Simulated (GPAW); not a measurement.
# How the smearing moves the magnetism of zigzag Ru chain, bond 2.823 A

Aim: see how far moments and order energies of zigzag Ru chain, bond 2.823 A move with the smearing, and what each rung costs.

Method: revPBE; plane waves with GPAW's PAW setups, scalar-relativistic, in GPAW 26.7.0.

This is a report of a sequence of runs, with most program output left out.

**1. Set-up**

The cell holds 2 atoms: 2 Ru. Cell: a = 12.000 Å, b = 12.000 Å, c = 3.388 Å, α = 90.0°, β = 90.0°, γ = 90.0°. model lattice. Vacuum lies along a and b. The structure's axis is c.

**2. Rung 1 (width 0.4 eV), start ferro ++**

A wide smearing converges easily but acts like a high temperature on the moments; each rung narrows it.

Input file order1.py:

```python
import json
import numpy as np
from ase import Atoms
from ase.parallel import paropen, parprint
from gpaw import GPAW

atoms = Atoms(['Ru', 'Ru'],
    cell=[[12.0, 0.0, 0.0],
         [0.0, 12.0, 0.0],
         [0.0, 0.0, 3.3876]],
    scaled_positions=[[0.4059, 0.5, 0.0],
         [0.5941, 0.5, 0.5]],
    pbc=True,
    magmoms=[1.5, 1.5])
atoms.calc = GPAW(mode={'name': 'pw', 'ecut': 550},
    xc='revPBE',
    kpts={'size': (1, 1, 8), 'gamma': True},
    occupations={'name': 'fermi-dirac', 'width': 0.4},
    convergence={'density': 1e-05, 'energy': 1e-05},
    maxiter=200,
    symmetry={'tolerance': 1e-4},
    txt='order1.txt')
e = atoms.get_potential_energy(force_consistent=True)
res = {'free_energy': e, 'energy_sigma0': atoms.get_potential_energy(), 'fermi_energy': atoms.calc.get_fermi_level()}
res['moments'] = atoms.get_magnetic_moments().tolist()
res['total'] = atoms.get_magnetic_moment()
parprint('site moments (muB):', np.round(res['moments'], 3))
parprint(f"total moment: {res['total']:.3f} muB")
parprint(f'free energy: {e:.6f} eV')
atoms.calc.write('order1.gpw')
with paropen('results.json', 'w') as f:
    json.dump(res, f)
```

Launch:

```console
$ OMP_NUM_THREADS=1 python3 order1.py > order1.log
```

The job ended after 2 min (1 MPI rank of Intel Xeon Platinum 8259CL at 2.50GHz (Skylake/Cascade Lake), shared host; peak memory 0.46 GiB).

Numbers from this step:

| Property | Result |
| --- | --- |
| magnetization | 4.550 μB |
| final state | ferromagnetic |
| largest moment | 1.936 μB |

After 21 cycles the largest moment stands at 1.94 μB.

**3. Rung 1 (width 0.4 eV), start antiferro +-**

The second start gives the energy difference between the two end states, the quantity that is followed up the ladder.

order2.py is the script of step 2 with these lines changed:

```diff
@@ -13,3 +13,3 @@
     pbc=True,
-    magmoms=[1.5, 1.5])
+    magmoms=[1.5, -1.5])
 atoms.calc = GPAW(mode={'name': 'pw', 'ecut': 550},
@@ -21,3 +21,3 @@
     symmetry={'tolerance': 1e-4},
-    txt='order1.txt')
+    txt='order2.txt')
 e = atoms.get_potential_energy(force_consistent=True)
@@ -29,3 +29,3 @@
 parprint(f'free energy: {e:.6f} eV')
-atoms.calc.write('order1.gpw')
+atoms.calc.write('order2.gpw')
 with paropen('results.json', 'w') as f:
```

Launch:

```console
$ OMP_NUM_THREADS=1 python3 order2.py > order2.log
```

The job ended after 1.7 min (1 MPI rank; peak memory 0.46 GiB).

Numbers from this step:

```yaml
magnetization: 0 μB
final_state: antiferromagnetic
largest_moment: 1.593 μB
```

This start lies +39.8 meV a seeded atom from the first; its largest moment is 1.59 μB.

**4. Rung 2 (width 0.2 eV), start ferro ++**

order1.py is the script of step 2 with these lines changed:

```diff
@@ -17,3 +17,3 @@
     kpts={'size': (1, 1, 8), 'gamma': True},
-    occupations={'name': 'fermi-dirac', 'width': 0.4},
+    occupations={'name': 'fermi-dirac', 'width': 0.2},
     convergence={'density': 1e-05, 'energy': 1e-05},
```

Launch:

```console
$ OMP_NUM_THREADS=1 python3 order1.py > order1.log
```

Run time: 99 s. Hardware: 1 MPI rank; peak memory 0.46 GiB.

Read from the output:

* magnetization: 5.805 μB
* final state: ferromagnetic
* largest moment: 2.470 μB

The largest moment moves by +0.53 μB from rung 1, at 0.84 times its CPU time.

**5. Rung 2 (width 0.2 eV), start antiferro +-**

order2.py is the script of step 3 with these lines changed:

```diff
@@ -17,3 +17,3 @@
     kpts={'size': (1, 1, 8), 'gamma': True},
-    occupations={'name': 'fermi-dirac', 'width': 0.4},
+    occupations={'name': 'fermi-dirac', 'width': 0.2},
     convergence={'density': 1e-05, 'energy': 1e-05},
```

Launch:

```console
$ OMP_NUM_THREADS=1 python3 order2.py > order2.log
```

It took 1.8 min on 1 MPI rank; peak memory 0.46 GiB.

This step gave:

```
magnetization  : 0 μB
final state    : antiferromagnetic
largest moment : 1.937 μB
```

This start lies +219.9 meV a seeded atom from the first, a change of +180.1 meV since rung 1; its largest moment is 1.94 μB.

**6. Rung 3 (width 0.1 eV), start ferro ++**

order1.py is the script of step 4 with these lines changed:

```diff
@@ -17,3 +17,3 @@
     kpts={'size': (1, 1, 8), 'gamma': True},
-    occupations={'name': 'fermi-dirac', 'width': 0.2},
+    occupations={'name': 'fermi-dirac', 'width': 0.1},
     convergence={'density': 1e-05, 'energy': 1e-05},
```

Launch:

```console
$ OMP_NUM_THREADS=1 python3 order1.py > order1.log
```

Run time: 1.8 min. Hardware: 1 MPI rank; peak memory 0.46 GiB.

This step gave:

- magnetization: 6.082 μB
- final state: ferromagnetic
- largest moment: 2.579 μB

The largest moment moves by +0.11 μB from rung 2, at 1.1 times its CPU time.

**7. Rung 3 (width 0.1 eV), start antiferro +-**

order2.py is the script of step 5 with these lines changed:

```diff
@@ -17,3 +17,3 @@
     kpts={'size': (1, 1, 8), 'gamma': True},
-    occupations={'name': 'fermi-dirac', 'width': 0.2},
+    occupations={'name': 'fermi-dirac', 'width': 0.1},
     convergence={'density': 1e-05, 'energy': 1e-05},
```

Launch:

```console
$ OMP_NUM_THREADS=1 python3 order2.py > order2.log
```

Elapsed: 1.9 min, on 1 MPI rank; peak memory 0.46 GiB.

Numbers from this step:

```
magnetization  : 0 μB
final state    : antiferromagnetic
largest moment : 1.990 μB
```

This start lies +309.8 meV a seeded atom from the first, a change of +89.9 meV since rung 2; its largest moment is 1.99 μB.

**8. Rung 4 (width 0.05 eV), start ferro ++**

order1.py is the script of step 6 with these lines changed:

```diff
@@ -17,3 +17,3 @@
     kpts={'size': (1, 1, 8), 'gamma': True},
-    occupations={'name': 'fermi-dirac', 'width': 0.1},
+    occupations={'name': 'fermi-dirac', 'width': 0.05},
     convergence={'density': 1e-05, 'energy': 1e-05},
```

Launch:

```console
$ OMP_NUM_THREADS=1 python3 order1.py > order1.log
```

Elapsed: 1.8 min, on 1 MPI rank; peak memory 0.46 GiB.

Numbers from this step:

| Property | Result |
| --- | --- |
| magnetization | 6.130 μB |
| final state | ferromagnetic |
| largest moment | 2.595 μB |

The largest moment moves by +0.02 μB from rung 3, at 1.0 times its CPU time.

**9. Rung 4 (width 0.05 eV), start antiferro +-**

order2.py is the script of step 7 with these lines changed:

```diff
@@ -17,3 +17,3 @@
     kpts={'size': (1, 1, 8), 'gamma': True},
-    occupations={'name': 'fermi-dirac', 'width': 0.1},
+    occupations={'name': 'fermi-dirac', 'width': 0.05},
     convergence={'density': 1e-05, 'energy': 1e-05},
```

Launch:

```console
$ OMP_NUM_THREADS=1 python3 order2.py > order2.log
```

Run time: 2.4 min. Hardware: 1 MPI rank; peak memory 0.46 GiB.

Numbers from this step:

```
magnetization  : 0 μB
final state    : antiferromagnetic
largest moment : 1.970 μB
```

This start lies +334.1 meV a seeded atom from the first, a change of +24.3 meV since rung 3; its largest moment is 1.97 μB.

**10. Rung 5 (width 0.02 eV), start ferro ++**

order1.py is the script of step 8 with these lines changed:

```diff
@@ -17,3 +17,3 @@
     kpts={'size': (1, 1, 8), 'gamma': True},
-    occupations={'name': 'fermi-dirac', 'width': 0.05},
+    occupations={'name': 'fermi-dirac', 'width': 0.02},
     convergence={'density': 1e-05, 'energy': 1e-05},
```

Launch:

```console
$ OMP_NUM_THREADS=1 python3 order1.py > order1.log
```

It took 1.9 min on 1 MPI rank; peak memory 0.46 GiB.

Read from the output:

| Item | Value |
| --- | --- |
| magnetization | 6.158 μB |
| final state | ferromagnetic |
| largest moment | 2.599 μB |

The largest moment is that of rung 4, at 1.0 times its CPU time.

**11. Rung 5 (width 0.02 eV), start antiferro +-**

order2.py is the script of step 9 with these lines changed:

```diff
@@ -17,3 +17,3 @@
     kpts={'size': (1, 1, 8), 'gamma': True},
-    occupations={'name': 'fermi-dirac', 'width': 0.05},
+    occupations={'name': 'fermi-dirac', 'width': 0.02},
     convergence={'density': 1e-05, 'energy': 1e-05},
```

Launch:

```console
$ OMP_NUM_THREADS=1 python3 order2.py > order2.log
```

Elapsed: 2 min, on 1 MPI rank; peak memory 0.46 GiB.

Read from the output:

| Property | Result |
| --- | --- |
| magnetization | 0 μB |
| final state | antiferromagnetic |
| largest moment | 1.958 μB |

This start lies +339.5 meV a seeded atom from the first, a change of +5.4 meV since rung 4; its largest moment is 1.96 μB.

**12. Side by side**

Ladder, by row:

```tsv
rung	smearing (eV)	state from the first start	state from the second start	second less first (meV a seeded atom)	moment, first (μB)	moment, second (μB)	CPU time (s)
1	0.4	ferromagnetic	antiferromagnetic	39.8	1.936	1.593	220.3
2	0.2	ferromagnetic	antiferromagnetic	219.9	2.47	1.937	209.4
3	0.1	ferromagnetic	antiferromagnetic	309.8	2.579	1.99	221.7
4	0.05	ferromagnetic	antiferromagnetic	334.1	2.595	1.97	249.3
5	0.02	ferromagnetic	antiferromagnetic	339.5	2.599	1.958	231.4
```

**13. Outcome**

| Property | Result |
| --- | --- |
| range of the moment in the table, first start | 1.94 to 2.60 μB |
| range of CPU time | 3.5 min to 4.2 min |
| range of the energy difference | 39.8 to 339 meV a seeded atom |
| first rung from which all stay within 17 meV of the last | 4 |

From rung 4 on the result stays within 5.4 meV of the last rung, inside the margin of 17 meV set for it, at 108 % of the last rung's cost. The first start ends lower on every rung of the table; whether functional and cell give the true order is another question. The mesh stays the same, and a narrow smearing needs a finer one, so the last rung is no sure reference.

[Logs and program files are shortened in this print: banners, set-up blocks, solver, clock and traceback lines can be left out without a mark of their own.]

[Logs are printed without paths, hosts, clocks, repeated set-up lines and the standing remarks that a program may print on its own settings, such as how far it seeks lower states.]

[Hosts, paths, dates, database ids (printed as entryN), source tags and the programs' standing remarks are cut or masked in the printed files.]

[Where a cell is said to come from a database of computed structures, the database is the Materials Project.]
